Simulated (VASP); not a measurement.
Write the native input for VASP 6.6.1 that does the following.

```
Task                   : single point
Functional             : PBE
Dispersion             : D3(BJ)
Potentials or basis    : VASP PAW PBE potentials, release 64 (Cl)
Cutoff                 : 520 eV
k mesh                 : 1 × 1 × 1
Occupations            : fermi-dirac, width 0.02 eV
Spin                   : no spin polarisation
Dipole correction      : no
Further INCAR settings : LREAL = Auto; ALGO = Normal; EDIFF = 1e-06; NBANDS = 70
```

The structure of Cl lies in POSCAR:

```
Cl
1.0
    8.4343270000      0.0000000000      0.0000000000
    0.0000000000      8.4343270000      0.0000000000
    0.0000000000      0.0000000000      8.4343270000
Cl
16
Direct
    0.3401101238      0.1879462345      0.6459555101
    0.2353359077      0.2370906416      0.8535357949
    0.8796315343      0.3465718130      0.2938586564
    1.0199983947      0.1975498460      0.1494843631
    0.1061495482      0.6297835026      1.0981907626
    0.1877802461      0.6077307650      0.8443115853
    0.8157378769      1.2679731293      0.6484927606
    0.9056561359      1.0463786856      0.7178403209
    0.2925307496      0.6190891105      0.5702292548
    0.2730389751      0.8302381447      0.4533141767
    0.6054543534      1.0958076442      0.1917876791
    0.7361346080      0.9481491529      0.3143463610
   -0.1068846394      0.6932384765      0.5154056749
   -0.3390667685      0.6081575922      0.5339133757
    0.7616138193      0.5843856896      0.9827814359
    0.5330122961      0.5375295504      0.9301038482
```

The cell was built by a generator and needn't be a form met in nature.

The input as run:

INCAR

```
SYSTEM = Cl
PREC = Accurate
ENCUT = 520
EDIFF = 1E-6
ISMEAR = -1
SIGMA = 0.02
LREAL = Auto
LASPH = .True.
NELM = 100
ALGO = Normal
ISIF = 2
LWAVE = .False.
LCHARG = .False.
GGA = PE
IVDW = 12
NBANDS = 70
```

KPOINTS

```
regular mesh
0
Gamma
  1 1 1
  0 0 0
```

Potentials or basis: VASP PAW PBE potentials, release 64 (Cl).

Command:

```console
$ cat potpaw_PBE.64/Cl/POTCAR > POTCAR
$ mpirun -np 1 vasp_gam > vasp.out
```

It gave:

| Property | Result |
| --- | --- |
| Pressure | -0.8 GPa |
| Largest force | 2.229 eV/Å |
| Band gap on the k mesh | 1.02 eV, direct |
| Dispersion energy per atom | -0.112 eV |

Run time: 42 s on 1 thread of Intel(R) Xeon(R) Platinum 8488C (Sapphire Rapids), with other jobs on the host, peak memory 0.49 GiB.
